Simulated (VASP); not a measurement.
# SnTe (F-43m) in VASP: notebook

Runs on SnTe. Level: PBE. Tasks: single point.

Program: VASP 6.6.1. These are calculated values, not measurements. Logs are shortened: lines on timing, memory, paths and dates and some standing lists are left out, and cuts for length are marked.

### 1 Starting point

The structure is cubic, space group F-43m (No. 216). The conventional cell has a = 7.222 Å, b = 7.222 Å, c = 7.222 Å, α = 90.00°, β = 90.00°, γ = 90.00°. Around Te (site symmetry -43m) lie 4 Sn at 3.13 Å. Sn (site symmetry -43m) has 4 Te at 3.13 Å as nearest neighbours.

Measurements of this composition are mostly on another form, of space group No. 225.

### 2 Single point, PBE, spin-orbit coupling, no magnetisation

Input file INCAR:

```
SYSTEM = SnTe
PREC = Accurate
ENCUT = 460
EDIFF = 1E-7
ISMEAR = 0
SIGMA = 0.02
LREAL = .False.
LASPH = .True.
NELM = 100
ALGO = Normal
ISIF = 2
LWAVE = .False.
LCHARG = .False.
MAGMOM = 0 0 0 0 0 0
LORBIT = 11
LSORBIT = .True.
GGA_COMPAT = .False.
GGA = PE
NBANDS = 36
```

Input file KPOINTS:

```
regular mesh
0
Gamma
  6 6 6
  0 0 0
```

Input file POSCAR:

```
SnTe
1.0
    0.0000000000      3.6111460000      3.6111460000
    3.6111460000      0.0000000000      3.6111460000
    3.6111460000      3.6111460000      0.0000000000
Te Sn
1 1
Direct
    0.2500000000      0.2500000000      0.2500000000
    0.0000000000      0.0000000000      0.0000000000
```

Potentials or basis: VASP PAW PBE potentials, release 64 (Te, Sn_d).

Command:

```bash
> cat potpaw_PBE.64/Te/POTCAR potpaw_PBE.64/Sn_d/POTCAR > POTCAR
> mpirun -np 1 vasp_ncl > vasp.out
```

OUTCAR:

```text
SYSTEM = SnTe
   PREC = Accurate
   ENCUT = 460
   EDIFF = 1E-7
   ISMEAR = 0
   LREAL = .False.
   LASPH = .True.
   NELM = 100
   ISIF = 2
   LORBIT = 11
   LSORBIT = .True.
   GGA = PE

 Found     22 irreducible k-points:

 Following reciprocal coordinates:
            Coordinates               Weight
  0.000000  0.000000  0.000000      1.000000
  0.166667  0.000000  0.000000      4.000000
 -0.166667  0.000000  0.000000      4.000000
  0.333333  0.000000  0.000000      4.000000
 -0.333333  0.000000  0.000000      4.000000
  0.500000  0.000000  0.000000      4.000000
   k-points           NKPTS =     22   k-points in BZ     NKDIM =     22   number of bands    NBANDS=     36
   number of dos      NEDOS =    301   number of ions     NIONS =      2
   total plane-waves  NPLWV =  46656
   dimension x,y,z NGX =    36 NGY =   36 NGZ =   36
   dimension x,y,z NGXF=    72 NGYF=   72 NGZF=   72
   ions per type =               1   1
   NGX,Y,Z   is equivalent  to a cutoff of  11.72, 11.72, 11.72 a.u.
   NGXF,Y,Z  is equivalent  to a cutoff of  23.44, 23.44, 23.44 a.u.
 SYSTEM =  SnTe
   PREC   = accura    normal or accurate (medium, high low for compatibility)
   ISTART =      0    job   : 0-new  1-cont  2-samecut
   ICHARG =      2    charge: 1-file 2-atom 10-const
   ISPIN  =      1    spin polarized calculation?
   LNONCOLLINEAR =      T non collinear calculations
   LSORBIT =      T    spin-orbit coupling
   LASPH  =      T    aspherical Exc in radial PAW
   ENCUT  =  460.0 eV  33.81 Ry    5.81 a.u.   8.93  8.93  8.93*2*pi/ulx,y,z
   NELM   =    100;   NELMIN=  2; NELMDL= -5     # of ELM steps
   EDIFF  = 0.1E-06   stopping-criterion for ELM
   LREAL  =      F    real-space projection
   EDIFFG = 0.1E-05   stopping-criterion for IOM
   NSW    =      0    number of steps for IOM
   IBRION =     -1    ionic relax: 0-MD 1-quasi-New 2-CG
   NFREE  =      0    steps in history (QN), initial steepest desc. (CG)
   ISIF   =      2    stress and relaxation
   ISYM   =      2    0-nonsym 1-usesym 2-fastsym
   POTIM  = 0.5000    time-step for ionic-motion
   TEBEG  =    0.0;   TEEND  =   0.0 temperature during run
   PSTRESS=    0.0 pullay stress
   NELECT =      20.0000    total number of electrons
   NUPDOWN=      -1.0000    fix difference up-down
   EMIN   =  10.00;   EMAX   =-10.00  energy-range for DOS
   EFERMI =   0.00;   METHOD = LEGACY
   ISMEAR =     0;   SIGMA  =   0.02  broadening in eV -4-tet -1-fermi 0-gaus
   EFERMI_NEDOS =   21; number of points for ismear=-14 and -15
   IALGO  =     38    algorithm
   IMIX   =      4    mixing-type and parameters
     AMIX     =   0.40;   BMIX     =  1.00
[... 262 lines left out ...]
  in kB        0.0503726      0.0503726      0.0503726      0.0000000     -0.0000000      0.0000000
  external PRESSURE =       0.0503726 kB  Pullay stress =       0.0000000 kB

 VOLUME and BASIS-vectors are now :
 -----------------------------------------------------------------------------
  energy-cutoff  :      460.00
  volume of cell :       94.18
      direct lattice vectors                 reciprocal lattice vectors
     0.000000000  3.611146000  3.611146000    -0.138460201  0.138460201  0.138460201
     3.611146000  0.000000000  3.611146000     0.138460201 -0.138460201  0.138460201
     3.611146000  3.611146000  0.000000000     0.138460201  0.138460201 -0.138460201

 POSITION                                       TOTAL-FORCE (eV/Angst)
 -----------------------------------------------------------------------------------
      1.80557      1.80557      1.80557         0.000000      0.000000      0.000000
      0.00000      0.00000      0.00000        -0.000000     -0.000000     -0.000000
 -----------------------------------------------------------------------------------
    total drift:                                0.000000      0.000000      0.000000

  FREE ENERGIE OF THE ION-ELECTRON SYSTEM (eV)
  ---------------------------------------------------
  free  energy   TOTEN  =        -7.2261898076 eV

  energy  without entropy=       -7.2261827239  energy(sigma->0) =       -7.22618627

 Spin-Orbit-Coupling matrix elements

 Ion:    1  E_soc:     -0.2236169
 l=   1
     0.0000000    -0.0372684    -0.0372684
    -0.0372684     0.0000000    -0.0372684
    -0.0372684    -0.0372684     0.0000000
 l=   2
     0.0000000     0.0000082     0.0000000     0.0000082    -0.0000093
     0.0000082     0.0000000    -0.0000070     0.0000082    -0.0000023
     0.0000000    -0.0000070     0.0000000    -0.0000070     0.0000000
     0.0000082     0.0000082    -0.0000070     0.0000000    -0.0000023
    -0.0000093    -0.0000023     0.0000000    -0.0000023     0.0000000
 l=   3
     0.0000000     0.0000000     0.0000000     0.0000000     0.0000000     0.0000000     0.0000000
     0.0000000     0.0000000     0.0000000     0.0000000     0.0000000     0.0000000     0.0000000
     0.0000000     0.0000000     0.0000000     0.0000000     0.0000000     0.0000000     0.0000000
     0.0000000     0.0000000     0.0000000     0.0000000     0.0000000     0.0000000     0.0000000
     0.0000000     0.0000000     0.0000000     0.0000000     0.0000000     0.0000000     0.0000000
     0.0000000     0.0000000     0.0000000     0.0000000     0.0000000     0.0000000     0.0000000
     0.0000000     0.0000000     0.0000000     0.0000000     0.0000000     0.0000000     0.0000000

 Ion:    2  E_soc:     -0.1046805
 l=   1
     0.0000000    -0.0113188    -0.0113188
    -0.0113188     0.0000000    -0.0113188
    -0.0113188    -0.0113188     0.0000000
 l=   2
     0.0000000    -0.0012420     0.0000000    -0.0012420    -0.0048859
    -0.0012420     0.0000000    -0.0036644    -0.0012420    -0.0012215
     0.0000000    -0.0036644     0.0000000    -0.0036644     0.0000000
    -0.0012420    -0.0012420    -0.0036644     0.0000000    -0.0012215
    -0.0048859    -0.0012215     0.0000000    -0.0012215     0.0000000
 l=   3
     0.0000000     0.0000000     0.0000000     0.0000000     0.0000000     0.0000000     0.0000000
     0.0000000     0.0000000     0.0000000     0.0000000     0.0000000     0.0000000     0.0000000
     0.0000000     0.0000000     0.0000000     0.0000000     0.0000000     0.0000000     0.0000000
     0.0000000     0.0000000     0.0000000     0.0000000     0.0000000     0.0000000     0.0000000
     0.0000000     0.0000000     0.0000000     0.0000000     0.0000000     0.0000000     0.0000000
     0.0000000     0.0000000     0.0000000     0.0000000     0.0000000     0.0000000     0.0000000
     0.0000000     0.0000000     0.0000000     0.0000000     0.0000000     0.0000000     0.0000000

 total charge

# of ion       s       p       d       tot
------------------------------------------
    1        1.391   1.955   0.016   3.362
    2        1.399   0.699   9.957  12.055
--------------------------------------------------
tot          2.791   2.654   9.973  15.417

 magnetization (x)

# of ion       s       p       d       tot
------------------------------------------
    1       -0.000   0.000   0.000  -0.000
    2        0.000  -0.000   0.000   0.000
--------------------------------------------------
tot         -0.000   0.000   0.000  -0.000

 magnetization (y)

# of ion       s       p       d       tot
------------------------------------------
    1        0.000   0.000  -0.000   0.000
    2        0.000   0.000   0.000   0.000
--------------------------------------------------
tot          0.000   0.000  -0.000   0.000

 magnetization (z)

# of ion       s       p       d       tot
------------------------------------------
    1       -0.000  -0.000   0.000  -0.000
    2       -0.000   0.000   0.000   0.000
--------------------------------------------------
tot         -0.000   0.000   0.000  -0.000
```

stdout:

```text
POSCAR found type information on POSCAR TeSn
 POSCAR found :  2 types and       2 ions
 scaLAPACK will be used
 LDA part: xc-table for (Slater+PW92), standard interpolation
 POSCAR, INCAR and KPOINTS ok, starting setup
 FFT: planning ... GRIDC
 FFT: planning ... GRID_SOFT
 FFT: planning ... GRID
 WAVECAR not read
 entering main loop
```

Wall time 1.9 min (1 thread of Intel Xeon Platinum 8488C (Sapphire Rapids), shared host); peak memory 0.42 GiB.

These settings aren't checked as converged: the numbers below hold their error.

What came out:

| Property | Result |
| --- | --- |
| Free energy | -7.2262 eV |
| Pressure | 0.0 GPa |
| Valence electrons inside the program's atomic spheres | Te 3.36; Sn 12.05 |

### 3 Single point, PBE, spin-orbit coupling, no magnetisation

Changes to INCAR since step 2:

```diff
@@ -2,3 +2,3 @@
 PREC = Accurate
-ENCUT = 460
+ENCUT = 520
 EDIFF = 1E-7
```

KPOINTS is that of step 2.

POSCAR is that of step 2.

Potentials or basis: VASP PAW PBE potentials, release 64 (Te, Sn_d).

Command:

```bash
> cat potpaw_PBE.64/Te/POTCAR potpaw_PBE.64/Sn_d/POTCAR > POTCAR
> mpirun -np 1 vasp_ncl > vasp.out
```

Wall time 2.2 min (1 thread of Intel Xeon Platinum 8488C (Sapphire Rapids), shared host); peak memory 0.53 GiB.

These settings aren't checked as converged: the numbers below hold their error.

Results:

- Free energy: -7.2260 eV
- Pressure: 0.0 GPa
- Valence electrons inside the program's atomic spheres: Te 3.36; Sn 12.06

### 4 Single point, PBE, spin-orbit coupling, no magnetisation

Changes to INCAR since step 3:

```diff
@@ -2,3 +2,3 @@
 PREC = Accurate
-ENCUT = 520
+ENCUT = 460
 EDIFF = 1E-7
```

Input file KPOINTS:

```
regular mesh
0
Gamma
  7 7 7
  0 0 0
```

POSCAR is that of step 3.

Command:

```bash
> cat potpaw_PBE.64/Te/POTCAR potpaw_PBE.64/Sn_d/POTCAR > POTCAR
> mpirun -np 1 vasp_ncl > vasp.out
```

It took 1.9 min on 1 thread of Intel Xeon Platinum 8488C (Sapphire Rapids), shared host; peak memory 0.44 GiB.

These settings aren't checked as converged: the numbers below hold their error.

Results:

| Item | Value |
| --- | --- |
| Free energy | -7.2268 eV |
| Pressure | 0.0 GPa |
| Valence electrons inside the program's atomic spheres | Te 3.36; Sn 12.05 |

### 5 Single point, PBE, spin-orbit coupling, no magnetisation

Changes to INCAR since step 4:

```diff
@@ -2,3 +2,3 @@
 PREC = Accurate
-ENCUT = 460
+ENCUT = 520
 EDIFF = 1E-7
```

KPOINTS is that of step 4.

POSCAR is that of step 4.

Command:

```bash
> cat potpaw_PBE.64/Te/POTCAR potpaw_PBE.64/Sn_d/POTCAR > POTCAR
> mpirun -np 1 vasp_ncl > vasp.out
```

It took 2.8 min on 1 thread of Intel Xeon Platinum 8488C (Sapphire Rapids), shared host; peak memory 0.56 GiB.

These settings aren't checked as converged: the numbers below hold their error.

Results:

* Free energy: -7.2266 eV
* Pressure: 0.0 GPa
* Valence electrons inside the program's atomic spheres: Te 3.36; Sn 12.06

### 6 For comparison

An earlier run on the cell as given: functional PBEsol; potentials or basis VASP PAW PBE potentials, release 64 (Te, Sn_d); cutoff 520 eV; k mesh 7 × 7 × 7; occupations fermi-dirac, width 0.05 eV; no spin polarisation.

- Pressure: -1.4 GPa
- Band gap on the k mesh: 0.28 eV, indirect (least direct gap 0.79 eV)
